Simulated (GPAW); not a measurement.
Crystal: Si2Mo.

```xyz
3
Lattice="-1.6000 1.6000 3.9305 1.6000 -1.6000 3.9305 1.6000 1.6000 -3.9305" Properties=species:S:1:pos:R:3 pbc="T T T"
Mo    0.0000    0.0000    0.0000
Si    0.0000    0.0000    5.2433
Si    0.0000    0.0000    2.6177
```

```yaml
Program: GPAW 26.7.0
Task: relaxation of cell and atoms
Functional: PBE
Dispersion: D3(BJ)
Potentials_or_basis: GPAW PAW data sets (gpaw-data 1.2.1)
Cutoff: 600 eV
Basis: pw
k_mesh: 7 × 7 × 7
Occupations: fermi-dirac, width 0.05 eV
Spin: no spin polarisation
```

At the start: pressure -4.3 GPa; volume 13.42 Å³/atom.

Q: How do energy, volume and symmetry change on relaxing?

A: Over 5 steps the energy falls by 4.7 meV/atom and the volume is 13.17 Å³/atom (-1.8 %); space group I4/mmm (No. 139, to 0.05 Å).

Step by step:
| step | energy change (eV) | largest force (eV/Å) | pressure (GPa) | volume (Å³) |
| --- | --- | --- | --- | --- |
| 1 | 0.0000 | 0.2899 | -4.29 | 40.25 |
| 2 | -0.0069 | 0.2004 | -3.16 | 40.04 |
| 3 | -0.0140 | 0.0364 | -0.05 | 39.51 |
| 4 | -0.0141 | 0.0198 | -0.13 | 39.52 |
| 5 | -0.0141 | 0.0045 | -0.10 | 39.51 |

Final structure:
```cif
data_structure
_symmetry_space_group_name_H-M 'P 1'
_symmetry_Int_Tables_number 1
_cell_length_a 4.5044
_cell_length_b 4.5044
_cell_length_c 4.5044
_cell_angle_alpha 138.632
_cell_angle_beta 138.632
_cell_angle_gamma 59.937
_cell_volume 39.51
loop_
_atom_site_label
_atom_site_type_symbol
_atom_site_fract_x
_atom_site_fract_y
_atom_site_fract_z
_atom_site_occupancy
Mo1 Mo 0.00000 0.00000 0.00000 1
Si1 Si 0.66537 0.66537 0.00000 1
Si2 Si 0.33463 0.33463 0.00000 1
```

Caveat: the k mesh is coarse (spacing up to 0.40 Å⁻¹), so the values aren't converged; later steps reuse the first step's grids; pairwise dispersion overbinds metals, which lowers pressure and volume.
